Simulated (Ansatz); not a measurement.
**Squeezing Os (simple hexagonal type)**

```
CELL_PARAMETERS angstrom
2.66861 0.00000 0.00000
-1.33430 2.31108 0.00000
0.00000 0.00000 2.55946
ATOMIC_POSITIONS crystal
Os 0.00000 0.00000 0.00000
```

The cell comes from a relaxation on PAW files under the same functional, begun from a prototype that needn't be the stable phase.

Its volume is scaled, and at each volume shape and atoms are relaxed on PAW files; all methods then take that cell.

Level of theory: DFT with PBE, scalar-relativistic, in Ansatz 0.2.0; a Γ-centred 16×16×15 k mesh, Fermi–Dirac smearing of 0.05 eV, no spin polarisation. LAPW: all electrons, basis error target 1 meV/atom; PAW: frozen-core files, cutoff 420 eV; crystal datasets: all electrons, by PAW datasets that the program makes for each cell; norm-conserving: pseudopotentials, cutoff 1007 eV; PAW (cutoff 1000 eV): frozen-core files, cutoff 1000 eV.

Energies are extrapolated to zero smearing and count from the unscaled cell; pressure is positive in compression; gaps take the mesh and a band path. No temperature or zero-point motion is included.

Spin–orbit coupling is left out, which matters for the heavy atoms. The structure type is held throughout; the real material can change phase at far lower pressure.

```tsv
V/V0	V (Å³/atom)	P LAPW (GPa)	ΔE LAPW (eV/atom)	P PAW − LAPW (GPa)	ΔE PAW − LAPW (meV/atom)	space group	shortest distance (Å)
1.00	15.79	-0.04	0.000	0.01	0.0	P6/mmm	2.559
0.88	13.89	52.7	0.275	0.11	0.6	P6/mmm	2.435
0.78	12.31	134.9	1.159	0.33	2.7	P6/mmm	2.331
0.68	10.73	284.1	3.150	0.84	8.2	P6/mmm	?
0.58	9.16	565.8	7.181	1.86	21.0	P6/mmm	2.111
0.50	7.89	990.3	13.146	3.46	41.6	P6/mmm	2.006
0.43	6.79	1663	22.064	5.89	72.7	P6/mmm	1.908
```

Q: Give the missing entry: row "0.68", column "shortest distance (Å)".

A: 2.225.

Q: Fit the Vinet equation to the LAPW pressures over the whole range, with residuals weighted by 1/(|P| + 0.03·Pmax).

A: V0 = 15.79 Å³/atom, B0 = 297 GPa and B0′ = 4.96, and the fit misses no point by more than 15 GPa. A fit over so wide a range pins B0 less well than one near rest.

Q: From the table, what is the rise of the enthalpy H = E + pV up to the last row, and how stiff is the crystal between the last two rows?

A: ΔH = 22.064 eV + (1663 GPa × 6.79 Å³ + 0.04 GPa × 15.79 Å³) × 0.006242 eV/(GPa·Å³) = 92.51 eV/atom, of which pV makes 76 %. The mean bulk modulus there is −ΔP/Δln V = 4460 GPa.

Q: At the smallest volume, how far do crystal datasets and norm-conserving and PAW (cutoff 1000 eV) lie from LAPW in pressure?

A: crystal datasets: 0.00 GPa; norm-conserving: +5.12 GPa; PAW (cutoff 1000 eV): +5.31 GPa, on a LAPW pressure of 1663 GPa.

Q: How do the Löwdin populations by LAPW change from the unscaled cell to the last row?

A: Os 5s 1.98 → 1.87, Os 6s 0.99 → 0.66, Os 5p 5.99 → 5.92, Os 5d 6.91 → 7.45 electrons an atom. These are projections on the shells that the free atoms fill; 0.14 e a cell lies outside them at the start and 0.11 e at the end.
